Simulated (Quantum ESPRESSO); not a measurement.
# CuO (Tenorite) under changes of volume

One of the cells (10.163 Å³/atom); the others are scaled copies at fixed shape and fractional positions:

```
CELL_PARAMETERS angstrom
2.34465 -1.71340 0.00000
2.34465 1.71340 0.00000
-0.86055 0.00000 5.05944
ATOMIC_POSITIONS crystal
Cu 0.49680 0.00320 0.50000
Cu 0.00320 0.49680 0.00000
O 0.40560 0.57140 0.75370
O 0.57140 0.40560 0.25370
```

```yaml
Program: Quantum ESPRESSO 7.5
Functional: LDA
Potentials_or_basis: GBRV 1.5 LDA
Cutoff: 762 eV
Density_cutoff: 6095 eV
k_mesh: 10 × 10 × 5
Occupations: fermi-dirac, width 0.05 eV
Spin: no spin polarisation
```

```tsv
volume (Å³/atom)	energy over the lowest point (meV/atom)	pressure (GPa)	largest force (eV/Å)
9.553	1.89	3.3	0.901
9.756	0.00	-1.2	0.829
9.959	3.47	-5.2	0.802
10.163	11.72	-8.7	0.793
10.366	24.21	-11.9	0.792
10.569	?	?	?
10.772	60.04	-17.1	0.804
```

Problem. What does the run at 10.569 Å³/atom give?

Solution. Energy over the lowest point 40.46 meV/atom; pressure -14.6 GPa; largest force 0.796 eV/Å.

Worked out: A Birch-Murnaghan fit of order 3 (a polynomial in V^(-2/3)) to the other rows has its minimum at 9.72 Å³/atom with B0 = V·E''(V) = 206 GPa and B' = 4.6 at fixed shape and positions, which overstates the stiffness. It gives 40.45 meV/atom at 10.569 Å³/atom, against the run's 40.46, and -dE/dV = -14.2 GPa, against -14.6.

Energies are extrapolated to zero smearing.

Caveats: the run has no spin polarisation, though such a crystal can be magnetic.
